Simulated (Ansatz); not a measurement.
**SiO2 — field gradients at the nuclei**

The cell is a computed structure from the Materials Project (it need not be an observed phase), taken as it stands.

Space group Pnnm (No. 58); a = 4.9580, b = 8.7413, c = 8.6786 Å.

```csv
site,Wyckoff,site symmetry,x,y,z
Si,8h,1,0.9337,0.1741,0.1813
O9,4g,..m,0.0136,0.8013,0.0000
O10,4e,..2,0.5000,0.5000,0.2716
O13,8h,1,0.1232,0.2889,0.7216
```

One atom of each set is listed.

Level of theory: DFT, PBE, plane waves and PAW, scalar-relativistic, 420 eV cutoff, Γ-centred 5×3×3 k-points, Fermi–Dirac smearing 0.02 eV (Ansatz 0.2.0).

C_Q = eQV_zz/h, which is 24.18 MHz for Q = 1 b and V_zz = 10²¹ V/m²; η = (V_xx − V_yy)/V_zz.

17O: I = 5/2, Q = -25.58 mb. Nuclear quadrupole moments: year-2017 set (Pyykkö).

```json
{"site": "Si", "atoms": "8", "first shell": "4 O at 1.61 Å", "V_xx, V_yy, V_zz (10²¹ V/m²)": "-0.007, -0.50, 0.51", "η": "0.97", "C_Q (MHz)": "–"}
{"site": "O9", "atoms": "4", "first shell": "2 Si at 1.61 Å, angle 156°", "V_xx, V_yy, V_zz (10²¹ V/m²)": "-4.22, -5.43, 9.65", "η": "0.13", "C_Q (MHz)": "-5.97"}
{"site": "O10", "atoms": "4", "first shell": "2 Si at 1.61 Å, angle 151°", "V_xx, V_yy, V_zz (10²¹ V/m²)": "-4.30, -5.20, 9.50", "η": "0.09", "C_Q (MHz)": "-5.88"}
{"site": "O13", "atoms": "8", "first shell": "2 Si at 1.61 Å, angle 143°", "V_xx, V_yy, V_zz (10²¹ V/m²)": "-3.57, -5.61, 9.18", "η": "0.22", "C_Q (MHz)": "-5.68"}
```

At O9, O10 and O13 V_zz runs parallel to the line that joins its two neighbours (within 1°) in each case.

Si has no stable isotope with a ground-state quadrupole moment in the table, so no C_Q is given.

The largest force is 0.3 eV/Å, so the atoms aren't at the calculated equilibrium and relaxing them would move these values. Where η is near 1 the sign of V_zz means little.

The run took 45 s of wall time (44 s of CPU time) and 0.84 GiB at its peak, on 1 thread of Intel Xeon Platinum 8175M CPU @ 2.50GHz (Skylake/Cascade Lake) (x86_64; 16 cores open to the job, memory cap 2.5 GiB, no GPU), a shared host with a load of 0.6 a core.
